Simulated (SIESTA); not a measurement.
Crystal: Mg3Sb2.

```
CELL_PARAMETERS angstrom
4.58200 0.00000 0.00000
-2.29100 3.96813 0.00000
0.00000 0.00000 7.24400
ATOMIC_POSITIONS crystal
Sb 0.66667 0.33333 0.76500
Sb 0.33333 0.66667 0.23500
Mg 0.00000 0.00000 0.00000
Mg 0.66667 0.33333 0.37000
Mg 0.33333 0.66667 0.63000
```

Base run:

```yaml
Program: SIESTA 5.4.2
Functional: PBE
Potentials_or_basis: PseudoDojo 0.4 standard (PBE files)
Basis: DZP (energy shift 0.003 Ry; two zetas on semicore shells)
Grid_cutoff: 800 Ry
Energy_shift: 0.003 Ry
k_mesh: 7 × 7 × 4
Occupations: fermi-dirac, width 0.05 eV
Spin: no spin polarisation
```

Its results: band gap on the k mesh 0.24 eV, indirect (least direct gap 1.17 eV); pressure 2.3 GPa; largest force 0.687 eV/Å.

Task: The run is repeated on the same cell with these changes: functional from PBE to PBEsol; potentials or basis from PseudoDojo 0.4 standard (PBE files) to PseudoDojo 0.4 standard (PBEsol files). What comes out?

Result: Band gap on the k mesh 0.25 eV, indirect (least direct gap 1.14 eV); pressure 0.9 GPa; largest force 0.660 eV/Å.

Caveats: spin-orbit coupling is left out, which moves the levels of the heavy elements; the basis of atomic orbitals isn't converged, which shifts pressures, moduli and gaps; an odd mesh through Γ misses points on the zone boundary, where band edges often lie (some runs).

Not every run made on this cell is shown here.
